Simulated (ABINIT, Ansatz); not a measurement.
**CaO (Lime): G0W0 with ABINIT, start to end**

Wanted: ground state, empty states, screening and self-energy for CaO (Lime).

Main program and level: ABINIT 10.8.3; PBE and many-body steps on it, plane waves.

## Step 1: Set-up

It takes space group Fm-3m (No. 225, cubic). Conventional cell: a = 4.813 Å, b = 4.813 Å, c = 4.813 Å, α = 90.00°, β = 90.00°, γ = 90.00°. Nearest to Ca lie 6 O at 2.41 Å. Nearest to O lie 6 Ca at 2.41 Å. Farther neighbours and most contacts between anions are not listed.

The cell and positions come from the Crystallography Open Database and are kept as given unless a step says otherwise.

## Step 2: Ground state

This step: ABINIT 10.8.3; DFT, PBE, plane waves, norm-conserving pseudopotentials.

The ground-state density comes first.

Input file run.abi:

```
acell 3*1.0 Angstrom
rprim 
  -0.000000000000 2.406500000000 2.406500000000
  2.406500000000 -0.000000000000 2.406500000000
  2.406500000000 2.406500000000 -0.000000000000
ntypat 2
znucl 20 8
natom 2
typat 1 2
xred 
  0.000000000000 0.000000000000 0.000000000000
  0.500000000000 0.500000000000 0.500000000000
pp_dirpath "pseudos"
pseudos "Ca.upf, O.upf"
ecut 36
ngkpt 8 8 8
nshiftk 1
shiftk 0 0 0
kptopt 1
chksymbreak 0
nband 13
occopt 1
tolvrs 1e-10
nstep 60
prtwf 0
optforces 0
optstress 0
indata_prefix "in"
outdata_prefix "out"
tmpdata_prefix "tmp"
```

Started as:

```console
OMP_NUM_THREADS=1 mpirun -n 8 abinit run.abi > log
```

Numbers of over 12 decimals in the logs are rounded to 6 here.

Output:

```text
.Version 10.8.3 of ABINIT. v10.8.2 released Aug 2026.

 Symmetries : space group Fm -3 m (#225); Bravais cF (face-center cubic)
================================================================================
 Values of the parameters that define the memory need of the present run
     intxc =       0    ionmov =       0      iscf =       7    lmnmax =       6
     lnmax =       6     mgfft =      36  mpssoang =       3    mqgrid =    3001
     natom =       2  nloc_mem =       1    nspden =       1   nspinor =       1
    nsppol =       1      nsym =      48    n1xccc =    2501    ntypat =       2
    occopt =       1   xclevel =       2
-    mband =          13        mffmem =           1         mkmem =           4
       mpw =        1964          nfft =       46656          nkpt =          29
================================================================================
  Rough estimation (10% accuracy) of disk space for files :
================================================================================

--------------------------------------------------------------------------------
------------- Echo of variables that govern the present computation ------------
--------------------------------------------------------------------------------
 -outvars: echo values of preprocessed input variables --------
            acell      1.8897261259E+00  1.8897261259E+00  1.8897261259E+00 Bohr

      chksymbreak           0
             ecut      3.60000000E+01 Hartree
-          fftalg         312

              ixc     -101130
              kpt      0.00000000E+00  0.00000000E+00  0.00000000E+00
                       1.25000000E-01  0.00000000E+00  0.00000000E+00
                       2.50000000E-01  0.00000000E+00  0.00000000E+00
                       3.75000000E-01  0.00000000E+00  0.00000000E+00
                       5.00000000E-01  0.00000000E+00  0.00000000E+00
                       1.25000000E-01  1.25000000E-01  0.00000000E+00
                       2.50000000E-01  1.25000000E-01  0.00000000E+00
                       3.75000000E-01  1.25000000E-01  0.00000000E+00
                       5.00000000E-01  1.25000000E-01  0.00000000E+00
   [... 18 further rows ...]
                      -3.75000000E-01  5.00000000E-01  1.25000000E-01
                      -2.50000000E-01  5.00000000E-01  2.50000000E-01
         kptrlatt        8    0    0      0    8    0      0    0    8
          kptrlen      5.14505140E+01
P           mkmem           4
            natom           2
            nband          13
            ngfft          36      36      36
             nkpt          29
            nstep          60
             nsym          48
           ntypat           2
              occ      2.000000  2.000000  2.000000  2.000000  2.000000  2.000000
                       2.000000  2.000000  0.000000  0.000000  0.000000  0.000000
                       0.000000
        optforces           0
        optstress           0
            prtwf           0
            rprim     -0.0000000000E+00  2.4065000000E+00  2.4065000000E+00
[...]
spgroup         225

           tolvrs      1.00000000E-10

             xred      0.0000000000E+00  0.0000000000E+00  0.0000000000E+00
[...]
znucl       20.00000    8.00000

================================================================================

 chkinp: Checking input parameters for consistency.

================================================================================
== DATASET  1 ==================================================================
-   mpi_nproc: 8, omp_nthreads: 1 (-1 if OMP is not activated)

--- !DatasetInfo
iteration_state: {dtset: 1, }
dimensions: {natom: 2, nkpt: 29, mband: 13, nsppol: 1, nspinor: 1, nspden: 1, mpw: 1964, }
cutoff_energies: {ecut:  36.0, pawecutdg:  -1.0, }
electrons: {nelect:   1.60000000E+01, charge:   0.00000000E+00, occopt:   1.00000000E+00, tsmear:   1.00000000E-02, }

 Real(R)+Recip(G) space primitive vectors, cartesian coordinates (Bohr,Bohr^-1):
 R(1)=  0.0000000  4.5476259  4.5476259  G(1)= -0.1099475  0.1099475  0.1099475
 R(2)=  4.5476259  0.0000000  4.5476259  G(2)=  0.1099475 -0.1099475  0.1099475
 R(3)=  4.5476259  4.5476259  0.0000000  G(3)=  0.1099475  0.1099475 -0.1099475
 Unit cell volume ucvol=  1.8809801E+02 bohr^3
 Angles (23,13,12)=  6.00000000E+01  6.00000000E+01  6.00000000E+01 degrees

 getcut: wavevector=  0.0000  0.0000  0.0000  ngfft=  36  36  36
         ecut(hartree)=     36.000   => boxcut(ratio)=   2.07246

--- Pseudopotential description ------------------------------------------------
- Ca Generated using ONCVPSP code by D. R. Hamann
- 20.00000  10.00000  171031                  znucl, zion, pspdat
12 -101130 2 -1 1766                          pspcod,pspxc,lmax,lloc,mmax
     nproj     2     2     2
  pspatm : epsatm=   12.33471919
         --- l  ekb(1:nproj) -->
[...]
pspatm: atomic psp has been read  and splines computed

- O Generated using ONCVPSP code by D. R. Hamann
-  8.00000   6.00000  171031                  znucl, zion, pspdat
12 -101130 2 -1 936                           pspcod,pspxc,lmax,lloc,mmax
     nproj     2     2     1
  pspatm : epsatm=    6.19545534
         --- l  ekb(1:nproj) -->
[...]
1   -4.717130   -1.149271
             2   -1.331955
 pspatm: atomic psp has been read  and splines computed

   2.96482793E+02                                ecore*ucvol(ha*bohr**3)
--------------------------------------------------------------------------------

_setup2: Arith. and geom. avg. npw (full set) are    1940.436    1940.412

================================================================================

--- !BeginCycle
iteration_state: {dtset: 1, }
solver: {iscf: 7, nstep: 60, nline: 4, wfoptalg: 0, }
tolerances: {tolvrs: 1.00E-10, }

     iter   Etot(hartree)      deltaE(h)  residm     vres2
 ETOT  1  -55.233271494428    -5.523E+01 1.514E-01 5.754E+02
 ETOT  2  -55.004690637663     2.286E-01 5.139E-02 1.430E+03
 ETOT  3  -55.380443762184    -3.758E-01 1.474E-02 2.430E+01
 ETOT  4  -55.386725259412    -6.281E-03 4.894E-03 1.142E+00
 ETOT  5  -55.386742926157    -1.767E-05 3.231E-03 6.128E-01
 ETOT  6  -55.386904093586    -1.612E-04 1.541E-03 1.632E-02
 ETOT  7  -55.386908013823    -3.920E-06 1.937E-03 2.791E-04
 ETOT  8  -55.386908058106    -4.428E-08 1.246E-03 3.790E-06
 ETOT  9  -55.386908058756    -6.503E-10 2.295E-03 1.125E-06
 ETOT 10  -55.386908059092    -3.360E-10 1.205E-03 1.054E-09
 ETOT 11  -55.386908059093    -7.390E-13 1.935E-03 9.254E-11

 At SCF step   11       vres2   =  9.25E-11 < tolvrs=  1.00E-10 =>converged.

--- !ResultsGS
iteration_state: {dtset: 1, }
comment   : Summary of ground state results
lattice_vectors:
- [ -0.0000000,   4.5476259,   4.5476259, ]
- [  4.5476259,  -0.0000000,   4.5476259, ]
- [  4.5476259,   4.5476259,  -0.0000000, ]
lattice_lengths: [   6.43131,    6.43131,    6.43131, ]
lattice_angles: [ 60.000,  60.000,  60.000, ] # degrees, (23, 13, 12)
lattice_volume:   1.8809801E+02
convergence: {deltae: -7.390E-13, res2:  9.254E-11, residm:  1.935E-03, diffor:  0.000E+00, }
etotal    :  -5.53869081E+01
entropy   :   0.00000000E+00
fermie    :   1.86115127E-01
cartesian_stress_tensor: null
pressure_GPa: null
xred      :
- [  0.0000E+00,   0.0000E+00,   0.0000E+00, Ca]
- [  5.0000E-01,   5.0000E-01,   5.0000E-01,  O]
cartesian_forces: null
force_length_stats: {min: null, max: null, mean: null, }

 Integrated electronic density in atomic spheres:
 ------------------------------------------------
 Atom  Sphere_radius  Integrated_density
    1        2.00000          7.65233652
    2        2.00000          6.16580487
================================================================================

 ----iterations are completed or convergence reached----

 Mean square residual over all n,k,spin=   67.419E-07; max=  19.352E-04
 reduced coordinates (array xred) for    2 atoms
       0.000000000000      0.000000000000      0.000000000000
       0.500000000000      0.500000000000      0.500000000000
 rms dE/dt=  0.0000E+00; max dE/dt=  0.0000E+00; dE/dt below (all hartree)
    1       0.000000000000      0.000000000000      0.000000000000
    2       0.000000000000      0.000000000000      0.000000000000

 cartesian coordinates (angstrom) at end:
    1      0.000000     0.000000     0.000000
    2      2.406500     2.406500     2.406500
 length scales=  1.889726125908  1.889726125908  1.889726125908 bohr
              =  1.000000000000  1.000000000000  1.000000000000 angstroms
 prteigrs : about to open file out_EIG
 Fermi (or HOMO) energy (hartree) =   0.18612   Average Vxc (hartree)=  -0.38719
 Eigenvalues (hartree) for nkpt=  29  k points:
 kpt#   1, nband= 13, wtk=  0.00195, kpt=  0.0000  0.0000  0.0000 (reduced coord)
  -1.19837   -0.49133   -0.49133   -0.49133   -0.38219    0.18612    0.18612    0.18612
   0.35937    0.41497    0.41497    0.41497    0.46974
 prteigrs : prtvol=0 or 1, do not print more k-points.

--- !EnergyTerms
iteration_state     : {dtset: 1, }
comment             : Components of total free energy in Hartree
kinetic             :  2.44522709864429E+01
hartree             :  1.03702406318974E+01
xc                  : -1.16201536039229E+01
Ewald energy        : -4.14671963569245E+01
psp_core            :  1.57621442198582E+00
local_psp           : -3.94509884660682E+01
non_local_psp       :  7.52704327496218E-01
total_energy        : -5.53869080590932E+01
total_energy_eV     : -1.50715454816662E+03
band_energy         : -5.25791741599969E+00

== END DATASET(S) ==============================================================
================================================================================

 -outvars: echo values of variables after computation  --------
           etotal     -5.5386908059E+01
            nband          13
             nkpt          29
          spgroup         225
 [... the other variables as echoed above ...]

 Calculation completed.
```

The job ended after 5.2 s (8 MPI ranks of Arm Neoverse V2, shared host; peak memory 0.52 GiB).

This step gave:

| Item | Value |
| --- | --- |
| total energy | -1507.1545 eV |
| gap | 3.662 eV |
| k of the valence top | 0, 0, 0 |
| k of the conduction bottom | 0.5, 0.5, 0 |
| least direct gap | 4.037 eV |

The gap is indirect, with the least direct gap 0.37 eV higher.

(Continued in part 2 of 3.)

[Paths, hosts, dates, memory and timing lines, banners, echoed tables and standing remarks are left out of the program output.]

[Logs are printed without paths, hosts, clocks, repeated set-up lines and the standing remarks that a program may print on its own settings, such as how far it seeks lower states.]

[Runs of the session that timed out or met a known fault of the program may be left out.]

[Hosts, paths, dates, database ids (printed as entryN), source tags and the programs' standing remarks are cut or masked in the printed files.]

[G0W0 gaps are taken among the corrected bands and points alone; a level outside them can change the order at an edge.]

[Where Ansatz stands beside ABINIT at settings called matched, ABINIT's density can come from a denser mesh and the files from another edition; pairs whose starting gaps differed by over 0.03 eV were left out, so agreement reads better than it is.]
